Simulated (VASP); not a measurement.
Set up this calculation in VASP 6.6.1, as the native input.

| Item | Value |
| --- | --- |
| Task | single point |
| Functional | r2SCAN |
| Potentials or basis | VASP PAW PBE potentials, release 64 (Be) |
| Cutoff | 520 eV |
| k mesh | 21 × 21 × 12 |
| Occupations | gaussian, width 0.1 eV |
| Spin | no spin polarisation |
| Further INCAR settings | ALGO = Normal; EDIFF = 1e-06 |

The structure of Be lies in POSCAR:

```
Be
1.0
    2.2568100000      0.0000000000      0.0000000000
   -1.1284000000      1.9544500000      0.0000000000
    0.0000000000      0.0000000000      3.5611600000
Be
2
Direct
    0.3333300000      0.6666700000      0.2500000000
    0.6666700000      0.3333300000      0.7500000000
```

The input as run:

INCAR

```
ALGO = Normal
EDIFF = 1E-6
ENCUT = 520
ISIF = 2
ISMEAR = 0
LASPH = T
LCHARG = F
LMIXTAU = T
LREAL = F
LWAVE = F
METAGGA = R2SCAN
NELM = 100
PREC = Accurate
SIGMA = 0.1
```

KPOINTS

```
k-points
0
Gamma
  21 21 12
```

Potentials or basis: VASP PAW PBE potentials, release 64 (Be).

Command:

```bash
$ cat potpaw_PBE.64/Be/POTCAR > POTCAR
$ mpirun -np 1 vasp_std > vasp.out
```

It gave:

```
Pressure               : 1.0 GPa
Band gap on the k mesh : none (metal or under the smearing width)
```

Caveat: the PAW data sets were made with another functional, which shifts forces and pressure a little.

Wall time 2.8 min on 1 thread of Intel(R) Xeon(R) Platinum 8488C (Sapphire Rapids), on a shared host, peak memory 0.19 GiB.
